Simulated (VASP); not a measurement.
# NaS3 (P6/mmm) in VASP: a series of runs

One crystal, NaS3, is run at these levels: PBE; tasks: single point.

Everything below comes from runs of VASP 6.6.1. Logs are shortened: lines on timing, memory, paths and dates and some standing lists are left out, and cuts for length are marked.

### 1 The cell of the first run

Symmetry: P6/mmm, No. 191, hexagonal system. The conventional cell has a = 5.268 Å, b = 5.268 Å, c = 3.591 Å, α = 90.00°, β = 90.00°, γ = 120.00°. Na (site symmetry 6/mmm) is surrounded by 6 S at 2.63 Å. S (site symmetry mmm) has 4 S at 2.63 Å and 2 Na at 2.63 Å as nearest neighbours.

The cell was built by a generator and needn't be a form met in nature.

### 2 Single point, PBE (random cell by space group and Wyckoff sites (P6/mmm, No. 191))

INCAR reads:

```
ALGO = Fast
EDIFF = 1E-6
ENCUT = 520
GGA = PE
ISIF = 2
ISMEAR = 0
LASPH = True
LCHARG = False
LREAL = False
LWAVE = False
NBANDS = 20
NELM = 100
PREC = Accurate
SIGMA = 0.1
```

KPOINTS reads:

```
k-points
0
Gamma
  12 12 14
```

POSCAR reads:

```
NaS3
1.0
    5.2684293592      0.0000000000      0.0000000000
   -2.6342146796      4.5625936631      0.0000000000
    0.0000000000      0.0000000000      3.5912401085
Na S
1 3
Direct
    0.0000000000      0.0000000000      0.5000000000
    0.5000000000      0.0000000000      0.5000000000
    0.0000000000      0.5000000000      0.5000000000
    0.5000000000      0.5000000000      0.5000000000
```

Potentials or basis: VASP PAW PBE potentials, release 64 (Na_pv, S).

Command:

```console
cat potpaw_PBE.64/Na_pv/POTCAR potpaw_PBE.64/S/POTCAR > POTCAR
mpirun -np 1 vasp_std > vasp.out
```

OUTCAR:

```text
EDIFF = 1E-6
   ENCUT = 520
   GGA = PE
   ISIF = 2
   ISMEAR = 0
   LASPH = True
   LREAL = False
   NELM = 100
   PREC = Accurate

 ion  position               nearest neighbor table
   1  0.000  0.000  0.500-   3 2.63   4 2.63   3 2.63   4 2.63   2 2.63   2 2.63
   2  0.500  0.000  0.500-   3 2.63   4 2.63   4 2.63   3 2.63   1 2.63   1 2.63
   3  0.000  0.500  0.500-   1 2.63   2 2.63   1 2.63   2 2.63   4 2.63   4 2.63
   4  0.500  0.500  0.500-   1 2.63   2 2.63   2 2.63   1 2.63   3 2.63   3 2.63

  LATTYP: Found a hexagonal cell.
 ALAT       =     5.2684293592
 C/A-ratio  =     0.6816528919

  Lattice vectors:

 A1 = (   5.2684293592,   0.0000000000,   0.0000000000)
 A2 = (  -2.6342146796,   4.5625936631,   0.0000000000)
 A3 = (   0.0000000000,   0.0000000000,   3.5912401085)

Analysis of symmetry for initial positions (statically):
=====================================================================
 Subroutine PRICEL returns:
 Original cell was already a primitive cell.

 Routine SETGRP: Setting up the symmetry group for a
 hexagonal supercell.

 Subroutine GETGRP returns: Found 24 space group operations
 (whereof 24 operations were pure point group operations)
 out of a pool of 24 trial point group operations.

The static configuration has the point symmetry D_6h.

Analysis of symmetry for dynamics (positions and initial velocities):
=====================================================================
 Subroutine PRICEL returns:
 Original cell was already a primitive cell.

 Routine SETGRP: Setting up the symmetry group for a
 hexagonal supercell.

 Subroutine GETGRP returns: Found 24 space group operations
 (whereof 24 operations were pure point group operations)
 out of a pool of 24 trial point group operations.

The dynamic configuration has the point symmetry D_6h.

 Subroutine INISYM returns: Found 24 space group operations
 (whereof 24 operations are pure point group operations),
 and found     1 'primitive' translations

----------------------------------------------------------------------------------------

                                     Primitive cell

  volume of cell :      86.3252

  direct lattice vectors                    reciprocal lattice vectors
     5.268429359  0.000000000  0.000000000     0.189809891  0.109586791  0.000000000
    -2.634214680  4.562593663  0.000000000     0.000000000  0.219173583  0.000000000
     0.000000000  0.000000000  3.591240109     0.000000000  0.000000000  0.278455344

  length of vectors
     5.268429359  5.268429359  3.591240109     0.219173583  0.219173583  0.278455344

  position of ions in fractional coordinates (direct lattice)
     0.000000000  0.000000000  0.500000000
     0.500000000  0.000000000  0.500000000
     0.000000000  0.500000000  0.500000000
     0.500000000  0.500000000  0.500000000

  ion indices of the primitive-cell ions
   primitive index   ion index
                 1           1
                 2           2
                 3           3
                 4           4

----------------------------------------------------------------------------------------

 KPOINTS: k-points

Automatic generation of k-mesh.
 Grid dimensions read from file:
 generate k-points for:   12   12   14

 Generating k-lattice:

  Cartesian coordinates                     Fractional coordinates (reciprocal lattice)
     0.015817491  0.009132233  0.000000000     0.083333333 -0.000000000  0.000000000
     0.000000000  0.018264465  0.000000000     0.000000000  0.083333333  0.000000000
     0.000000000  0.000000000  0.019889667     0.000000000  0.000000000  0.071428571

  Length of vectors
     0.018264465  0.018264465  0.019889667

  Shift w.r.t. Gamma in fractional coordinates (k-lattice)
     0.000000000  0.000000000  0.000000000

 Subroutine IBZKPT returns following result:
 ===========================================

 Found    152 irreducible k-points:

 Following reciprocal coordinates:
            Coordinates               Weight
  0.000000  0.000000  0.000000      1.000000
  0.083333  0.000000  0.000000      6.000000
  0.166667  0.000000  0.000000      6.000000
  0.250000  0.000000  0.000000      6.000000
  0.333333  0.000000  0.000000      6.000000
  0.416667  0.000000  0.000000      6.000000
[... 16 lines left out ...]
  0.250000  0.000000  0.071429     12.000000
  0.333333  0.000000  0.071429     12.000000
 [... further k-points ...]
   k-points           NKPTS =    152   k-points in BZ     NKDIM =    152   number of bands    NBANDS=     20
   number of dos      NEDOS =    301   number of ions     NIONS =      4
   total plane-waves  NPLWV =  44800
   dimension x,y,z NGX =    40 NGY =   40 NGZ =   28
   dimension x,y,z NGXF=    80 NGYF=   80 NGZF=   56
   ions per type =               1   3
   NGX,Y,Z   is equivalent  to a cutoff of  12.62, 12.62, 12.96 a.u.
   NGXF,Y,Z  is equivalent  to a cutoff of  25.24, 25.24, 25.92 a.u.
 SYSTEM =  unknown system
   PREC   = accura    normal or accurate (medium, high low for compatibility)
   ISTART =      0    job   : 0-new  1-cont  2-samecut
   ICHARG =      2    charge: 1-file 2-atom 10-const
   ISPIN  =      1    spin polarized calculation?
   LNONCOLLINEAR =      F non collinear calculations
   LSORBIT =      F    spin-orbit coupling
   LASPH  =      T    aspherical Exc in radial PAW
   ENCUT  =  520.0 eV  38.22 Ry    6.18 a.u.   9.80  9.80  6.68*2*pi/ulx,y,z
   NELM   =    100;   NELMIN=  2; NELMDL= -5     # of ELM steps
   EDIFF  = 0.1E-05   stopping-criterion for ELM
   LREAL  =      F    real-space projection
   EDIFFG = 0.1E-04   stopping-criterion for IOM
   NSW    =      0    number of steps for IOM
   IBRION =     -1    ionic relax: 0-MD 1-quasi-New 2-CG
   NFREE  =      0    steps in history (QN), initial steepest desc. (CG)
   ISIF   =      2    stress and relaxation
   ISYM   =      2    0-nonsym 1-usesym 2-fastsym
   POTIM  = 0.5000    time-step for ionic-motion
   TEBEG  =    0.0;   TEEND  =   0.0 temperature during run
   PSTRESS=    0.0 pullay stress
   NELECT =      25.0000    total number of electrons
   NUPDOWN=      -1.0000    fix difference up-down
   EMIN   =  10.00;   EMAX   =-10.00  energy-range for DOS
   EFERMI =   0.00;   METHOD = LEGACY
   ISMEAR =     0;   SIGMA  =   0.10  broadening in eV -4-tet -1-fermi 0-gaus
   EFERMI_NEDOS =   21; number of points for ismear=-14 and -15
   IALGO  =     68    algorithm
   IMIX   =      4    mixing-type and parameters
     AMIX     =   0.40;   BMIX     =  1.00
     AMIX_MAG =   1.60;   BMIX_MAG =  1.00
  volume/ion in A,a.u.               =      21.58       145.64
  Fermi-wavevector in a.u.,A,eV,Ry     =   1.083118  2.046796 15.961596  1.173144
  Thomas-Fermi vector in A             =   2.219176
   LORBIT       =      0    0 simple, 1 ext, 2 COOP (PROOUT), +10 PAW based schemes
   GGA     = PE    functional components
   LHFCALC =     F    Hartree Fock is set to
   AEXX    =    0.0000 exact exchange contribution
   IVDW    =     0    specifies the selected vdW correction
   LEPSILON=     F    determine dielectric tensor
   LRPA    =     F    only Hartree local field effects (RPA)
 non-spin polarized calculation
 RMM-DIIS sequential band-by-band and
 Gauss-broadening in eV      SIGMA  =   0.10
  energy-cutoff  :      520.00
  volume of cell :       86.33
 maximum number of plane-waves:      2354
 NGX is ok and might be reduce to    40
   NGX = 19   NGY = 19   NGZ = 13

 number of electron      25.0000008 magnetization

 Free energy of the ion-electron system (eV)
  ---------------------------------------------------
  ext. energy  EPLUGINS =         0.00000000
  ---------------------------------------------------
  free energy    TOTEN  =       -12.72177937 eV

  energy without entropy =      -12.70707137  energy(sigma->0) =      -12.71442537

 E-fermi :   2.9302     XC(G=0):  -8.8389

 val. band max:        2.9277102929   @ k =   0.2500   0.2500   0.1429
 cond. band min:       2.9306841316   @ k =   0.4167   0.1667   0.1429
 fundamental gap:      0.0029738387
 Fermi energy:         2.9301679381

 k-point     1 :       0.0000    0.0000    0.0000
  band No.  band energies     occupation
      1     -20.4785      2.00000
      2     -20.4687      2.00000
      3     -20.4687      2.00000
      4     -11.6893      2.00000
      5      -7.9971      2.00000
      6      -7.9971      2.00000
[... 12 lines left out ...]
     19      12.4706      0.00000
     20      12.6351      0.00000

 k-point     2 :       0.0833    0.0000    0.0000
  band No.  band energies     occupation
      1     -20.4784      2.00000
      2     -20.4692      2.00000
      3     -20.4688      2.00000
      4     -11.6529      2.00000
      5      -8.1221      2.00000
      6      -8.0061      2.00000
[... 12 lines left out ...]
     19      12.6078      0.00000
     20      12.7651      0.00000

 k-point     3 :       0.1667    0.0000    0.0000
  band No.  band energies     occupation
      1     -20.4784      2.00000
      2     -20.4706      2.00000
      3     -20.4692      2.00000
      4     -11.5454      2.00000
      5      -8.4442      2.00000
      6      -8.0304      2.00000
[... 12 lines left out ...]
     19      12.1777      0.00000
     20      12.9202      0.00000

 k-point     4 :       0.2500    0.0000    0.0000
  band No.  band energies     occupation
      1     -20.4784      2.00000
      2     -20.4725      2.00000
      3     -20.4697      2.00000
      4     -11.3723      2.00000
      5      -8.8641      2.00000
      6      -8.0627      2.00000
[... 12 lines left out ...]
     19      12.3993      0.00000
     20      12.8032      0.00000

 k-point     5 :       0.3333    0.0000    0.0000
  band No.  band energies     occupation
      1     -20.4784      2.00000
      2     -20.4744      2.00000
      3     -20.4702      2.00000
      4     -11.1466      2.00000
      5      -9.3004      2.00000
      6      -8.0941      2.00000
[... 12 lines left out ...]
     19      12.3114      0.00000
     20      12.4787      0.00000

 k-point     6 :       0.4167    0.0000    0.0000
  band No.  band energies     occupation
      1     -20.4783      2.00000
      2     -20.4758      2.00000
      3     -20.4706      2.00000
      4     -10.9053      2.00000
      5      -9.6790      2.00000
      6      -8.1165      2.00000
[... 12 lines left out ...]
     19      11.6985      0.00000
     20      12.3436      0.00000

 k-point     7 :       0.5000    0.0000    0.0000
  band No.  band energies     occupation
      1     -20.4783      2.00000
      2     -20.4763      2.00000
      3     -20.4707      2.00000
      4     -10.7748      2.00000
      5      -9.8570      2.00000
      6      -8.1246      2.00000
[... 12 lines left out ...]
     19      11.2090      0.00000
     20      12.3206      0.00000
[... 277 lines left out ...]
 k-point    20 :       0.0000    0.0000    0.0714
  band No.  band energies     occupation
      1     -20.4797      2.00000
      2     -20.4685      2.00000
      3     -20.4685      2.00000
      4     -11.6739      2.00000
      5      -7.9836      2.00000
      6      -7.9836      2.00000
[... 12 lines left out ...]
     19      12.3178      0.00000
     20      12.3445      0.00000

 k-point    21 :       0.0833    0.0000    0.0714
  band No.  band energies     occupation
      1     -20.4797      2.00000
      2     -20.4690      2.00000
      3     -20.4687      2.00000
      4     -11.6375      2.00000
      5      -8.1086      2.00000
      6      -7.9926      2.00000
[... 12 lines left out ...]
     19      12.2643      0.00000
     20      12.4731      0.00000

 k-point    22 :       0.1667    0.0000    0.0714
  band No.  band energies     occupation
      1     -20.4797      2.00000
      2     -20.4704      2.00000
      3     -20.4690      2.00000
      4     -11.5301      2.00000
      5      -8.4304      2.00000
      6      -8.0169      2.00000
[... 12 lines left out ...]
     19      11.7993      0.00000
     20      12.4853      0.00000

 k-point    23 :       0.2500    0.0000    0.0714
  band No.  band energies     occupation
      1     -20.4797      2.00000
      2     -20.4723      2.00000
      3     -20.4695      2.00000
      4     -11.3571      2.00000
      5      -8.8501      2.00000
      6      -8.0491      2.00000
[... 12 lines left out ...]
     19      11.8573      0.00000
     20      12.5131      0.00000

 k-point    24 :       0.3333    0.0000    0.0714
  band No.  band energies     occupation
      1     -20.4797      2.00000
      2     -20.4742      2.00000
      3     -20.4700      2.00000
      4     -11.1315      2.00000
      5      -9.2861      2.00000
      6      -8.0803      2.00000
[... 12 lines left out ...]
     19      11.7850      0.00000
     20      12.4761      0.00000

 [... further k-points ...]

------------------------ aborting loop because EDIFF is reached ----------------------------------------

  FORCE on cell =-STRESS in cart. coord.  units (eV):
  Direction    XX          YY          ZZ          XY          YZ          ZX
  --------------------------------------------------------------------------------------
  -------------------------------------------------------------------------------------
  Total       -0.0113103     -0.0113103     -0.0007790      0.0000000      0.0000000     -0.0000000
  in kB       -0.2099171     -0.2099171     -0.0144578      0.0000000      0.0000000     -0.0000000
  external PRESSURE =      -0.1447640 kB  Pullay stress =       0.0000000 kB

 VOLUME and BASIS-vectors are now :
 -----------------------------------------------------------------------------
  energy-cutoff  :      520.00
  volume of cell :       86.33
      direct lattice vectors                 reciprocal lattice vectors
     5.268429359  0.000000000  0.000000000     0.189809891  0.109586791  0.000000000
    -2.634214680  4.562593663  0.000000000     0.000000000  0.219173583  0.000000000
     0.000000000  0.000000000  3.591240109     0.000000000  0.000000000  0.278455344

 POSITION                                       TOTAL-FORCE (eV/Angst)
 -----------------------------------------------------------------------------------
      0.00000      0.00000      1.79562        -0.000000      0.000000      0.000000
      2.63421      0.00000      1.79562        -0.000000      0.000000      0.000000
     -1.31711      2.28130      1.79562        -0.000000      0.000000      0.000000
      1.31711      2.28130      1.79562         0.000000      0.000000      0.000000
 -----------------------------------------------------------------------------------
    total drift:                               -0.000000      0.000000     -0.000000

  FREE ENERGIE OF THE ION-ELECTRON SYSTEM (eV)
  ---------------------------------------------------
  free  energy   TOTEN  =       -12.7217793718 eV

  energy  without entropy=      -12.7070713670  energy(sigma->0) =      -12.71442537
```

Run time: 3.4 min. Hardware: 1 thread of Intel Xeon Platinum 8259CL at 2.50GHz (Skylake/Cascade Lake), shared host; peak memory 0.34 GiB.

What came out:

| Property | Result |
| --- | --- |
| Free energy | -12.7218 eV |
| Pressure | 0.0 GPa |
| Band gap on the k mesh | none (metal or under the smearing width) |

### 3 Single point, PBE (random cell by space group and Wyckoff sites (P6/mmm, No. 191))

INCAR reads:

```
  PREC = Accurate
  ENCUT = 520
  EDIFF = 1E-6
  ISMEAR = 0
  SIGMA = 0.1
  LREAL = F
  LASPH = T
  NELM = 100
  ALGO = Fast
  ISIF = 2
  LWAVE = F
  LCHARG = F
  GGA = PE
  NBANDS = 20
```

KPOINTS reads:

```
Automatic mesh
0
Gamma
  12 12 10
```

POSCAR reads:

```
NaS3
1.0
    5.2660967964      0.0000000000      0.0000000000
   -2.6330483982      4.5605736045      0.0000000000
    0.0000000000      0.0000000000      3.5903468855
Na S
1 3
Direct
    0.0000000000      0.0000000000      0.5000000000
    0.5000000000      0.0000000000      0.5000000000
    0.0000000000      0.5000000000      0.5000000000
    0.5000000000      0.5000000000      0.5000000000
```

Potentials or basis: VASP PAW PBE potentials, release 64 (Na_pv, S).

Command:

```console
cat potpaw_PBE.64/Na_pv/POTCAR potpaw_PBE.64/S/POTCAR > POTCAR
mpirun -np 1 vasp_std > vasp.out
```

Run time: 3.1 min. Hardware: 1 thread of Intel Xeon Platinum 8488C (Sapphire Rapids), shared host; peak memory 0.3 GiB.

It converged, with:

```
Free energy            : -12.7283 eV
Pressure               : 0.0 GPa
Band gap on the k mesh : none (metal or under the smearing width)
```

Levels at points of the mesh, in eV from the Fermi level:
```tsv
k point	band 8	band 9	band 10	band 11	band 12	band 13	band 14	band 15	band 16	band 17
(0.00, 0.00, 0.00)	-4.46	-4.46	-1.99	0.56	0.56	1.91	2.70	3.40	3.40	5.71
(0.50, 0.00, 0.00)	-2.00	-1.96	-1.81	-1.60	-1.32	-0.56	0.48	3.04	5.17	6.20
(0.00, 0.00, 0.50)	-4.47	-4.11	-4.11	-1.17	-1.17	2.06	3.54	3.54	4.99	5.28
(0.50, 0.00, 0.50)	-3.61	-2.75	-1.67	-1.65	-1.55	-1.37	-1.34	3.17	4.28	7.93
```
